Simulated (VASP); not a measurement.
# GeF2 (Fm-3m): band edges, masses and strain, part 6 of 8

Wanted: where the band edges of GeF2 lie, how heavy the carriers are and how strain moves the gap. The cell is generated by rule, not measured, and may not be a known phase.

VASP 6.6.1, plane waves and PAW; the level of theory is named at each step.

So far, least gap on mesh and path (eV): 3.09 in steps 3, 5 and 8.

## Step 9: Strained cell, atoms relaxed, strain hydrostatic -0.5 %

Level of this step: LDA; plane waves and PAW (Ge_d, F); invented cell (VASP).

Strain can move atoms inside the cell where symmetry leaves them free, so a relaxation comes before the gap is read.

The input, INCAR:

```
SYSTEM = GeF2
PREC = Accurate
ENCUT = 520
EDIFF = 1E-06
NELM = 100
ISMEAR = 0
SIGMA = 0.02
LREAL = .FALSE.
ALGO = Normal
GGA = CA
NBANDS = 20
LORBIT = 11
LWAVE = .FALSE.
LCHARG = .FALSE.
KPAR = 4
IBRION = 2
NSW = 30
ISIF = 2
EDIFFG = -0.003
```

The input, POSCAR:

```
GeF2
1.0
    0.0000000000      2.4614608500      2.4614608500
    2.4614608500      0.0000000000      2.4614608500
    2.4614608500      2.4614608500      0.0000000000
Ge F
1 2
Direct
    0.0000000000      0.0000000000      0.0000000000
    0.2500000000      0.2500000000      0.2500000000
    0.7500000000      0.7500000000      0.7500000000
```

The input, KPOINTS:

```
Automatic mesh
0
Gamma
10 10 10
0 0 0
```

The projector-augmented-wave data sets are Ge_d and F (LDA family, release 64).

On the command line:

```sh
> mpirun -np 4 vasp_std
```

What it wrote:

```text
[... set-up lines as in an earlier step ...]
 entering main loop
       N       E                     dE             d eps       ncg     rms          rms(c)
DAV:   1     0.246783374459E+03    0.24678E+03   -0.15242E+04  2300   0.357E+03
DAV:   2     0.117161855229E+02   -0.23507E+03   -0.22334E+03  1988   0.703E+02
DAV:   3    -0.149375996885E+02   -0.26654E+02   -0.26409E+02  2092   0.147E+02
DAV:   4    -0.156292686872E+02   -0.69167E+00   -0.69126E+00  2084   0.252E+01
DAV:   5    -0.156379589696E+02   -0.86903E-02   -0.86901E-02  2116   0.309E+00    0.694E+00
DAV:   6    -0.144852359269E+02    0.11527E+01   -0.48112E+00  2576   0.269E+01    0.218E+00
DAV:   7    -0.144805734705E+02    0.46625E-02   -0.17912E-01  2076   0.457E+00    0.127E+00
DAV:   8    -0.144718632511E+02    0.87102E-02   -0.32775E-02  2784   0.450E+00    0.278E-01
DAV:   9    -0.144704942532E+02    0.13690E-02   -0.58898E-03  2764   0.212E+00    0.684E-02
DAV:  10    -0.144705343232E+02   -0.40070E-04   -0.78647E-04  2388   0.678E-01    0.243E-02
DAV:  11    -0.144705420348E+02   -0.77117E-05   -0.15281E-04  2756   0.283E-01    0.844E-03
DAV:  12    -0.144705426702E+02   -0.63540E-06   -0.64541E-06  2452   0.348E-02
   1 F= -.14470543E+02 E0= -.14470543E+02  d E =-.144705E+02
 curvature:   0.00 expect dE= 0.000E+00 dE for cont linesearch  0.000E+00
 trial: gam= 0.00000 g(F)=  0.523E-45 g(S)=  0.000E+00 ort = 0.000E+00 (trialstep = 0.100E+01)
 search vector abs. value=  0.100E-09
 reached required accuracy - stopping structural energy minimisation
```

Elapsed: 6.2 s, on 4 MPI ranks of AMD EPYC 9R14 (Zen 4), shared host; peak memory 0.5 GiB; 22 s of CPU time.

From OUTCAR (step 9):

```text
   ENCUT  =  520.0 eV  38.22 Ry    6.18 a.u.   6.47  6.47  6.47*2*pi/ulx,y,z

   NELECT =      28.0000    total number of electrons

 E-fermi :   6.3251

 k-point     1 :       0.0000    0.0000    0.0000
  band No.  band energies     occupation
    ...
     10      -0.7812      2.00000
     11       0.8716      2.00000
     12       0.8716      2.00000
     13       0.8716      2.00000
     14       1.5520      2.00000
     15      11.0256      0.00000
     16      11.0256      0.00000
     17      11.0256      0.00000
     18      17.4774      0.00000
     19      20.1694      0.00000
    ...

  Total        9.5041079      9.5041079      9.5041079      0.0000000      0.0000000      0.0000000
  in kB      510.5204520    510.5204520    510.5204520      0.0000000      0.0000000      0.0000000
  external PRESSURE =     510.5204520 kB  Pullay stress =       0.0000000 kB

 POSITION                                       TOTAL-FORCE (eV/Angst)
 -----------------------------------------------------------------------------------
      0.00000      0.00000      0.00000        -0.000000      0.000000      0.000000
      1.23073      1.23073      1.23073         0.000000      0.000000      0.000000
      3.69219      3.69219      3.69219        -0.000000     -0.000000     -0.000000
 -----------------------------------------------------------------------------------
    total drift:                                0.000000      0.000000      0.000000

  FREE ENERGIE OF THE ION-ELECTRON SYSTEM (eV)
  ---------------------------------------------------
  free  energy   TOTEN  =       -14.4705426702 eV

  energy  without entropy=      -14.4705426702  energy(sigma->0) =      -14.47054267

[... 5 parts as in an earlier step ...]

[... 12 further parts left out ...]
```

CONTCAR:

```
GeF2
   1.00000000000000
     0.0000000000000000    2.4614608499999999    2.4614608499999999
     2.4614608499999999    0.0000000000000000    2.4614608499999999
     2.4614608499999999    2.4614608499999999    0.0000000000000000
  Ge              F
     1     2
Direct
     0.0000000000000000    0.0000000000000000    0.0000000000000000
     0.2500000000000000    0.2500000000000000    0.2500000000000000
     0.7500000000000000    0.7500000000000000    0.7500000000000000
```

The forces vanish from the start, and no atom moves.

This step gave:

| Quantity | Value |
| --- | --- |
| bands | 20 |
| free energy (TOTEN) | -14.47 eV |
| Fermi energy | 6.325 eV |
| pressure | 51.05 GPa |
| valence top at k | -0.3, 0.4, 0.2 |
| conduction bottom at k | 0.3, 0.3, 0 |
| gap on the k-mesh | 3.051 eV |
| least direct gap on the k-mesh | 3.947 eV |

## Step 10: Bands of the strained cell, strain hydrostatic -0.5 %

The gap is read at the strained, relaxed geometry.

Changes to INCAR since step 9:

```diff
@@ -10,3 +10,3 @@
 GGA = CA
-NBANDS = 20
+NBANDS = 27
 LORBIT = 11
@@ -15,5 +15,2 @@
 KPAR = 4
-IBRION = 2
-NSW = 30
 ISIF = 2
-EDIFFG = -0.003
```

POSCAR is that of step 9.

KPOINTS is that of step 9.

The input, KPOINTS_OPT:

```
Line mode
16
Line-mode
Reciprocal
  0.00000000   0.00000000   0.00000000 GAMMA
  0.50000000   0.00000000   0.50000000 X

  0.50000000   0.00000000   0.50000000 X
  0.50000000   0.25000000   0.75000000 W

  0.50000000   0.25000000   0.75000000 W
  0.37500000   0.37500000   0.75000000 K

  0.37500000   0.37500000   0.75000000 K
  0.00000000   0.00000000   0.00000000 GAMMA

  0.00000000   0.00000000   0.00000000 GAMMA
  0.50000000   0.50000000   0.50000000 L

  0.50000000   0.50000000   0.50000000 L
  0.62500000   0.25000000   0.62500000 U

  0.62500000   0.25000000   0.62500000 U
  0.50000000   0.25000000   0.75000000 W

  0.50000000   0.25000000   0.75000000 W
  0.50000000   0.50000000   0.50000000 L

  0.50000000   0.50000000   0.50000000 L
  0.37500000   0.37500000   0.75000000 K

  0.62500000   0.25000000   0.62500000 U
  0.50000000   0.00000000   0.50000000 X
```

On the command line:

```sh
> mpirun -np 4 vasp_std
```

What it wrote:

```text
[... set-up lines as in an earlier step ...]
 entering main loop
       N       E                     dE             d eps       ncg     rms          rms(c)
DAV:   1     0.228831884401E+03    0.22883E+03   -0.13977E+04  3464   0.267E+03
DAV:   2     0.113189407274E+02   -0.21751E+03   -0.19996E+03  2798   0.592E+02
DAV:   3    -0.150524214938E+02   -0.26371E+02   -0.26125E+02  2754   0.115E+02
DAV:   4    -0.156333183881E+02   -0.58090E+00   -0.58059E+00  2847   0.174E+01
DAV:   5    -0.156380817690E+02   -0.47634E-02   -0.47633E-02  2821   0.168E+00    0.695E+00
DAV:   6    -0.144829750411E+02    0.11551E+01   -0.34056E+00  3293   0.199E+01    0.209E+00
DAV:   7    -0.144811782439E+02    0.17968E-02   -0.19285E-01  3110   0.371E+00    0.131E+00
DAV:   8    -0.144727519114E+02    0.84263E-02   -0.33841E-02  3632   0.360E+00    0.400E-01
DAV:   9    -0.144704871018E+02    0.22648E-02   -0.56614E-03  3900   0.185E+00    0.831E-02
DAV:  10    -0.144705336297E+02   -0.46528E-04   -0.10160E-03  3355   0.544E-01    0.279E-02
DAV:  11    -0.144705418334E+02   -0.82037E-05   -0.14890E-04  3770   0.196E-01    0.814E-03
DAV:  12    -0.144705426652E+02   -0.83181E-06   -0.74322E-06  3219   0.311E-02
   1 F= -.14470543E+02 E0= -.14470543E+02  d E =-.148886E-11
 Start KPOINTS_OPT (optional k-point list driver)
k-point batch [1-47\160]
       N       E                     dE             ncg
DAV:   1    -0.251620186213E+03   -0.47002E+05     3388
DAV:   2    -0.104890492012E+05   -0.10237E+05     2723
DAV:   3    -0.117311418304E+05   -0.12421E+04     2789
DAV:   4    -0.117605738662E+05   -0.29432E+02     2919
DAV:   5    -0.117607784978E+05   -0.20463E+00     2894
DAV:   6    -0.117607808516E+05   -0.23539E-02     2918
DAV:   7    -0.117607808902E+05   -0.38547E-04     2852
DAV:   8    -0.117607808909E+05   -0.67832E-06     2149
[...]
k-point batch [142-160\160]
       N       E                     dE             ncg
DAV:   1     0.298834291026E+05   -0.22510E+05     1456
DAV:   2     0.260134298359E+05   -0.38700E+04     1081
DAV:   3     0.255449353556E+05   -0.46849E+03     1198
DAV:   4     0.255341305678E+05   -0.10805E+02     1156
DAV:   5     0.255340504249E+05   -0.80143E-01     1178
DAV:   6     0.255340495011E+05   -0.92377E-03     1177
DAV:   7     0.255340494862E+05   -0.14962E-04     1153
DAV:   8     0.255340494859E+05   -0.25870E-06      879
```

Wall time 21 s (4 MPI ranks); peak memory 0.62 GiB; 77 s of CPU time.

OUTCAR, selected parts (step 10):

```text
   NELECT =      28.0000    total number of electrons

 E-fermi :   6.3080

 k-point     1 :       0.0000    0.0000    0.0000
  band No.  band energies     occupation
    ...
     10      -0.7813      2.00000
     11       0.8714      2.00000
     12       0.8714      2.00000
     13       0.8714      2.00000
     14       1.5520      2.00000
     15      11.0256      0.00000
     16      11.0256      0.00000
     17      11.0256      0.00000
     18      17.4776      0.00000
     19      20.1694      0.00000
    ...

  Total        9.5002071      9.5002071      9.5002071     -0.0000000     -0.0000000      0.0000000
  in kB      510.3109177    510.3109177    510.3109177     -0.0000000     -0.0000000      0.0000000
  external PRESSURE =     510.3109177 kB  Pullay stress =       0.0000000 kB

 POSITION                                       TOTAL-FORCE (eV/Angst)
 -----------------------------------------------------------------------------------
      0.00000      0.00000      0.00000        -0.000000      0.000000      0.000000
      1.23073      1.23073      1.23073        -0.000000      0.000000     -0.000000
      3.69219      3.69219      3.69219         0.000000     -0.000000      0.000000
 -----------------------------------------------------------------------------------
    total drift:                                0.000000      0.000000      0.000000

  FREE ENERGIE OF THE ION-ELECTRON SYSTEM (eV)
  ---------------------------------------------------
  free  energy   TOTEN  =       -14.4705426652 eV

  energy  without entropy=      -14.4705426652  energy(sigma->0) =      -14.47054267

[... 9 parts as in an earlier step ...]

[... 8 further parts left out ...]
```

Numbers from this step:

```yaml
bands: 27
fermi_energy: 6.308 eV
pressure: 51.03 GPa
least_gap_on_mesh_and_path: 3.038 eV
least_direct_gap_on_mesh_and_path: 3.939 eV
valence_top_at_k: 0.5, 0.25, 0.75
conduction_bottom_at_k: 0.3333, 0, 0.3333
least_direct_gap_at_k: 0.3667, 0, 0.3667
```

Electronic bands along the path, in eV, zero at the valence-band top; v1 is the highest filled band, c1 the lowest empty one:

| point | v4 | v3 | v2 | v1 | c1 | c2 | c3 | c4 |
| --- | --- | --- | --- | --- | --- | --- | --- | --- |
| Γ | -5.35 | -5.35 | -5.35 | -4.67 | 4.80 | 4.80 | 4.80 | 11.25 |
| 0.47 of the way | -5.90 | -5.00 | -5.00 | -1.81 | 3.29 | 6.36 | 6.36 | 10.89 |
| X | -4.63 | -4.63 | -4.35 | -0.62 | 3.52 | 7.32 | 8.10 | 8.10 |
| 0.53 of the way | -5.48 | -4.58 | -4.40 | -0.28 | 4.34 | 7.27 | 7.30 | 8.24 |
| W | -6.92 | -4.50 | -4.49 | 0.00 | 5.81 | 5.81 | 7.29 | 8.38 |
| 0.47 of the way | -6.17 | -4.67 | -4.46 | -0.06 | 5.14 | 6.39 | 7.49 | 8.31 |
| K | -5.56 | -5.03 | -4.44 | -0.13 | 4.83 | 6.60 | 7.83 | 8.13 |
| 0.53 of the way | -6.43 | -6.39 | -4.95 | -1.30 | 4.16 | 5.87 | 6.23 | 12.22 |
| Γ | -5.35 | -5.35 | -5.35 | -4.67 | 4.80 | 4.80 | 4.80 | 11.25 |
| 0.53 of the way | -7.01 | -5.79 | -5.79 | -1.38 | 4.25 | 5.90 | 5.90 | 13.61 |
| L | -6.92 | -6.23 | -6.23 | -0.01 | 4.60 | 6.94 | 6.94 | 13.43 |
| 0.53 of the way | -6.37 | -5.54 | -5.04 | -0.02 | 4.98 | 6.43 | 7.32 | 9.80 |
| U | -5.56 | -5.03 | -4.44 | -0.13 | 4.83 | 6.60 | 7.83 | 8.13 |
| 0.53 of the way | -6.17 | -4.67 | -4.46 | -0.06 | 5.14 | 6.39 | 7.49 | 8.31 |
| W | -6.92 | -4.50 | -4.49 | 0.00 | 5.81 | 5.81 | 7.29 | 8.38 |
| 0.47 of the way | -6.97 | -5.09 | -5.00 | -0.01 | 5.12 | 6.26 | 7.44 | 9.37 |
| L | -6.92 | -6.23 | -6.23 | -0.01 | 4.60 | 6.94 | 6.94 | 13.43 |
| 0.53 of the way | -6.37 | -5.54 | -5.04 | -0.02 | 4.98 | 6.43 | 7.32 | 9.80 |
| K | -5.56 | -5.03 | -4.44 | -0.13 | 4.83 | 6.60 | 7.83 | 8.13 |
| jump to U | -5.56 | -5.03 | -4.44 | -0.13 | 4.83 | 6.60 | 7.83 | 8.13 |
| 0.53 of the way | -4.87 | -4.72 | -4.37 | -0.46 | 3.86 | 7.27 | 7.92 | 8.05 |
| X | -4.63 | -4.63 | -4.35 | -0.62 | 3.52 | 7.32 | 8.10 | 8.10 |

Of the projections kept (Ge, F), the largest for each band there; the rest of the weight can lie on other orbitals:

| point | v4 | v3 | v2 | v1 | c1 | c2 | c3 | c4 |
| --- | --- | --- | --- | --- | --- | --- | --- | --- |
| Γ | F 0.93 | F 0.93 | F 0.93 | Ge 0.78 | Ge 0.93 | Ge 0.93 | Ge 0.93 | Ge 0.91 |
| X | F 0.97 | F 0.97 | F 1.00 | Ge 0.63 | Ge 0.79 | F 0.69 | Ge 0.65 | Ge 0.65 |
| W | F 0.89 | F 1.00 | F 0.97 | Ge 0.54 | Ge 0.66 | Ge 0.66 | F 0.71 | Ge 0.90 |
| K | F 0.92 | F 0.97 | F 0.99 | Ge 0.55 | Ge 0.68 | F 0.53 | Ge 0.69 | Ge 0.81 |
| Γ | F 0.93 | F 0.93 | F 0.93 | Ge 0.78 | Ge 0.93 | Ge 0.93 | Ge 0.93 | Ge 0.91 |
| L | F 0.88 | F 0.94 | F 0.94 | F 0.56 | F 0.57 | Ge 0.77 | Ge 0.77 | Ge 0.94 |

Between step 8 and this run (strain hydrostatic -0.5 %) the value for the least gap on mesh and path moves from 3.09 eV to 3.04 eV.

## Step 11: Strained cell, atoms relaxed, strain hydrostatic 0.5 %

Changes to INCAR since step 10:

```diff
@@ -10,3 +10,3 @@
 GGA = CA
-NBANDS = 27
+NBANDS = 20
 LORBIT = 11
@@ -15,2 +15,5 @@
 KPAR = 4
+IBRION = 2
+NSW = 30
 ISIF = 2
+EDIFFG = -0.003
```

The input, POSCAR:

```
GeF2
1.0
    0.0000000000      2.4861991500      2.4861991500
    2.4861991500      0.0000000000      2.4861991500
    2.4861991500      2.4861991500      0.0000000000
Ge F
1 2
Direct
    0.0000000000      0.0000000000      0.0000000000
    0.2500000000      0.2500000000      0.2500000000
    0.7500000000      0.7500000000      0.7500000000
```

KPOINTS is that of step 10.

On the command line:

```sh
> mpirun -np 4 vasp_std
```

What it wrote:

```text
[... set-up lines as in an earlier step ...]
 entering main loop
       N       E                     dE             d eps       ncg     rms          rms(c)
DAV:   1     0.253593709122E+03    0.25359E+03   -0.15002E+04  2292   0.353E+03
DAV:   2     0.136491216489E+02   -0.23994E+03   -0.22720E+03  1992   0.701E+02
DAV:   3    -0.151129382427E+02   -0.28762E+02   -0.28515E+02  2076   0.153E+02
DAV:   4    -0.159056058171E+02   -0.79267E+00   -0.79187E+00  2100   0.268E+01
[...]
DAV:  10    -0.147378249704E+02   -0.49896E-04   -0.75218E-04  2308   0.631E-01    0.238E-02
DAV:  11    -0.147378294813E+02   -0.45109E-05   -0.13197E-04  2764   0.287E-01    0.937E-03
DAV:  12    -0.147378293392E+02    0.14214E-06   -0.68921E-06  2468   0.519E-02
   1 F= -.14737829E+02 E0= -.14737829E+02  d E =-.147378E+02
[...]
reached required accuracy - stopping structural energy minimisation
```

Wall time 6.2 s (4 MPI ranks); peak memory 0.5 GiB.

OUTCAR, selected parts (step 11):

```text
  Total        8.1416219      8.1416219      8.1416219      0.0000000      0.0000000      0.0000000
  in kB      424.4082111    424.4082111    424.4082111      0.0000000      0.0000000      0.0000000
  external PRESSURE =     424.4082111 kB  Pullay stress =       0.0000000 kB

 POSITION                                       TOTAL-FORCE (eV/Angst)
 -----------------------------------------------------------------------------------
      0.00000      0.00000      0.00000        -0.000000      0.000000     -0.000000
      1.24310      1.24310      1.24310        -0.000000     -0.000000     -0.000000
      3.72930      3.72930      3.72930         0.000000      0.000000      0.000000
 -----------------------------------------------------------------------------------
    total drift:                                0.000000      0.000000      0.000000

  FREE ENERGIE OF THE ION-ELECTRON SYSTEM (eV)
  ---------------------------------------------------
  free  energy   TOTEN  =       -14.7378293392 eV

  energy  without entropy=      -14.7378293392  energy(sigma->0) =      -14.73782934

[... 2 parts as in an earlier step ...]

[... 2 further parts left out ...]
[key lines of the parts left out:]
E-fermi :   5.8347
```

The forces vanish from the start, and no atom moves.

## Step 12: Bands of the strained cell, strain hydrostatic 0.5 %

Changes to INCAR since step 11:

```diff
@@ -10,3 +10,3 @@
 GGA = CA
-NBANDS = 20
+NBANDS = 27
 LORBIT = 11
@@ -15,5 +15,2 @@
 KPAR = 4
-IBRION = 2
-NSW = 30
 ISIF = 2
-EDIFFG = -0.003
```

POSCAR is that of step 11.

KPOINTS is that of step 11.

KPOINTS_OPT is that of step 10.

On the command line:

```sh
> mpirun -np 4 vasp_std
```

What it wrote:

```text
[... set-up lines as in an earlier step ...]
 entering main loop
       N       E                     dE             d eps       ncg     rms          rms(c)
DAV:   1     0.223664064069E+03    0.22366E+03   -0.13804E+04  3469   0.260E+03
DAV:   2     0.108362338204E+02   -0.21283E+03   -0.19741E+03  2751   0.585E+02
DAV:   3    -0.153644608040E+02   -0.26201E+02   -0.25956E+02  2778   0.114E+02
DAV:   4    -0.159116229630E+02   -0.54716E+00   -0.54690E+00  2847   0.170E+01
[...]
DAV:  10    -0.147378274377E+02   -0.66306E-04   -0.10347E-03  3286   0.506E-01    0.318E-02
DAV:  11    -0.147378289054E+02   -0.14677E-05   -0.13416E-04  3796   0.223E-01    0.870E-03
DAV:  12    -0.147378293673E+02   -0.46191E-06   -0.82029E-06  3493   0.345E-02
   1 F= -.14737829E+02 E0= -.14737829E+02  d E =-.593412E-83
 Start KPOINTS_OPT (optional k-point list driver)
k-point batch [1-47\160]
       N       E                     dE             ncg
DAV:   1    -0.115296226777E+04   -0.46246E+05     3514
DAV:   2    -0.109586090805E+05   -0.98056E+04     2713
DAV:   3    -0.121364802678E+05   -0.11779E+04     2836
DAV:   4    -0.121636220722E+05   -0.27142E+02     2857
DAV:   5    -0.121638192721E+05   -0.19720E+00     2855
DAV:   6    -0.121638216539E+05   -0.23818E-02     2912
DAV:   7    -0.121638216943E+05   -0.40332E-04     2836
DAV:   8    -0.121638216950E+05   -0.73213E-06     2175
[...]
k-point batch [142-160\160]
       N       E                     dE             ncg
DAV:   1     0.299252667558E+05   -0.22698E+05     1401
DAV:   2     0.259678785485E+05   -0.39574E+04     1104
DAV:   3     0.254985218084E+05   -0.46936E+03     1148
DAV:   4     0.254874704384E+05   -0.11051E+02     1218
DAV:   5     0.254873900796E+05   -0.80359E-01     1135
DAV:   6     0.254873891529E+05   -0.92672E-03     1215
DAV:   7     0.254873891377E+05   -0.15206E-04     1121
DAV:   8     0.254873891374E+05   -0.26891E-06      905
```

It took 22 s on 4 MPI ranks; peak memory 0.62 GiB.

OUTCAR, selected parts (step 12):

```text
  Total        8.1403936      8.1403936      8.1403936      0.0000000     -0.0000000      0.0000000
  in kB      424.3441778    424.3441778    424.3441778      0.0000000     -0.0000000      0.0000000
  external PRESSURE =     424.3441778 kB  Pullay stress =       0.0000000 kB

 POSITION                                       TOTAL-FORCE (eV/Angst)
 -----------------------------------------------------------------------------------
      0.00000      0.00000      0.00000        -0.000000     -0.000000     -0.000000
      1.24310      1.24310      1.24310         0.000000     -0.000000     -0.000000
      3.72930      3.72930      3.72930        -0.000000      0.000000      0.000000
 -----------------------------------------------------------------------------------
    total drift:                                0.000000      0.000000      0.000000

  FREE ENERGIE OF THE ION-ELECTRON SYSTEM (eV)
  ---------------------------------------------------
  free  energy   TOTEN  =       -14.7378293673 eV

  energy  without entropy=      -14.7378293673  energy(sigma->0) =      -14.73782937

[... 2 parts as in an earlier step ...]

[... 1 further part left out ...]
[key lines of the parts left out:]
E-fermi :   5.9369
```

The run ends at a pressure of 42.43 GPa.

(Continued in part 7 of 8.)

[Lines on the potential files, build, host, timing and source positions are cut from VASP's logs without a mark.]

[Logs are printed without paths, hosts, clocks, repeated set-up lines and the standing remarks that a program may print on its own settings, such as how far it seeks lower states.]

[Hosts, paths, dates, database ids (printed as entryN), source tags and the programs' standing remarks are cut or masked in the printed files.]

[In band tables of VASP the shares of atoms and orbitals are scaled to a sum of 1 inside the atoms' spheres.]

[Gaps and slopes under strain along one axis are those of the sampled path and mesh points; where strain splits equal valleys, another of them can be the edge.]
